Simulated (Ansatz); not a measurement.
Input for Ansatz (plane-wave DFT, PAW):

```yaml
crystal:
  lattice:
    - [2.8967727629, 0.0035999428, 0.0132747893]
    - [-1.4452687395, 2.4621114402, 0.0077086297]
    - [0.022971532, 0.0286657465, 4.9561566975]
  atoms:
    - { symbol: Al, position: [0.6598403462, 0.3227242862, 0.7469939489] }
    - { symbol: Al, position: [0.3401596538, 0.6772757138, 0.2530060511] }
basis:
  ecutwfc: 420
kpoints:
  mp_grid: { grid: [14, 14, 8] }
hamiltonian:
  xc: pbe
scf:
  occupations: { method: gaussian, width: 0.1 }
output:
  forces: true
  stress: true
  eigenvalues: true
```

Command:
```bash
ansatz run input.yaml --threads 1 --pin off --max-ram 1331MiB --backend cpu --events-out ev --progress --plain --runs-dir out
```

The calculation used DFT PBE, scalar-relativistic, plane waves, PAW (Ansatz 0.2.0).

From the run's log, abridged:

```
Pseudopotentials: kind: paw
Pseudopotential: Al, paw, valence charge 3, recommended cutoff 420 eV (normal)
Functional definition: PBE
Crystal: 2 atoms, lattice volume = 35.372 Å³
Basis set: ecut = 420 eV, 707 PW (Γ), exchange–correlation on 40×40×72 points (8 copies of the dense FFT grid, shifted against one another)
Bands: 7, of which v1, the nominal top of the filled ones, is band 3 counted from 1 (2 counted from 0)
Symmetry: 2 space group operations
Space group: P-1 (ITA 2), of the structure as read, at distance tolerance 3.3e-5 Å
k-points: 788 of 1568
Initial density: superposition of atomic densities (neutral atoms: chi_scale 0, normalization atom), corrected by the library's trained network
Initial wavefunctions: pseudopotential atomic-orbital guess
Functional: x = pbe(κ = 0.804, μ = 0.21951497), c = pbe(β = 0.06672455)
SCF iter   1: F=—  HF=-1074.910049 eV  |F-HF|=—  |Δ(HF+E_count)|=         —  Δρ=1.36e-3  dr2=7.51e-4  ethr=1.77e-3  ⟨swp⟩=5.1  Hψ=43683  notcnv=0
SCF iter   2: F=—  HF=-1074.910041 eV  |F-HF|=—  |Δ(HF+E_count)|=   8.33e-6  Δρ=8.31e-4  dr2=2.85e-4  ethr=1.25e-5  ⟨swp⟩=1.3  Hψ=12180  notcnv=0
SCF iter   3: F=—  HF=-1074.909987 eV  |F-HF|=—  |Δ(HF+E_count)|=   5.35e-5  Δρ=3.79e-5  dr2=6.06e-7  ethr=4.74e-6  ⟨swp⟩=1.2  Hψ=5678  notcnv=0
SCF iter   4: F=—  HF=-1074.909997 eV  |F-HF|=—  |Δ(HF+E_count)|=   1.02e-5  Δρ=9.99e-6  dr2=1.02e-7  ethr=1.01e-8  ⟨swp⟩=2.1  Hψ=7739  notcnv=0
SCF iter   5: F=—  HF=-1074.909997 eV  |F-HF|=—  |Δ(HF+E_count)|=   3.21e-8  Δρ=9.53e-6  dr2=1.69e-7  ethr=1.70e-9  ⟨swp⟩=1.9  Hψ=6829  notcnv=0
SCF iter   6: F=-1074.909997 eV  HF=-1074.909997 eV  |F-HF|=1.10e-8  |Δ(HF+E_count)|=   4.18e-8  Δρ=2.79e-6  dr2=1.32e-8  ethr=1.67e-9  ⟨swp⟩=2.8  Hψ=19149  notcnv=0
SCF 1 converged in 6 iterations: F = -1074.909997 eV  dr2 = 1.32e-8
SCF converged after 6 iterations
Free energy (F): -1074.909997 eV
Harris-Foulkes:  -1074.909997 eV  (|F-HF|=1.10e-8)
Internal energy: -1074.905983 eV  (E = F + TS)
E sigma→0 (E₀):  -1074.907990 eV
Entropy (-TS):   -0.004014 eV (-2.007 meV/atom)
Fermi energy:    7.237412 eV
--- Per-component energies (eV) ---
  E_band       = 18.030227
  E_kinetic    = 43.500095
  E_local      = 17.401301  (includes V_loc(G=0)·N_el)
  E_nonlocal   = 20.602394
  E_hartree    = 0.216709
  E_xc         = -78.590793
  E_vxc        = -56.756974  (∫ρ·V_xc dr)
  E_paw        = -934.466481  (= ΣΔE_a)
  E_vpaw       = -7.150031  (= ΣTr[D̂ρ^β])
  E_aug_tail   = -0.000004  (compensation charges beyond the density's cutoff)
  E_ewald      = -143.569205
  E_smearing   = -0.004014  (= −TS)
--- Forces (eV/Å), atoms counted from 1 ---
  atom   1  Al    -0.00002100     0.03078160     0.07829661
  atom   2  Al     0.00002100    -0.03078160    -0.07829661
--- Stress (GPa, compression-positive) ---
       -4.239052       0.071223       0.070863
        0.071223      -2.687308       0.200330
        0.070863       0.200330      -4.276666
  P = ⅓ Tr σ = -3.7343 GPa (-37.343 kbar)
--- Band table (eV; the first three rows and the last of 788) ---
  k-point 0: bands = ["-3.4245", "2.2965", "2.6771", "17.8933", "17.9758", "18.2013", "18.4212"]
  k-point 1: bands = ["-3.3306", "1.1098", "4.0323", "16.2458", "17.9915", "18.2793", "18.3445"]
  k-point 2: bands = ["-3.0495", "-0.0757", "5.7224", "13.9578", "18.2102", "18.5076", "18.5638"]
  k-point 787: bands = ["3.5519", "3.5826", "4.1592", "4.1700", "14.3886", "14.4615", "14.6475"]
```

The run converged.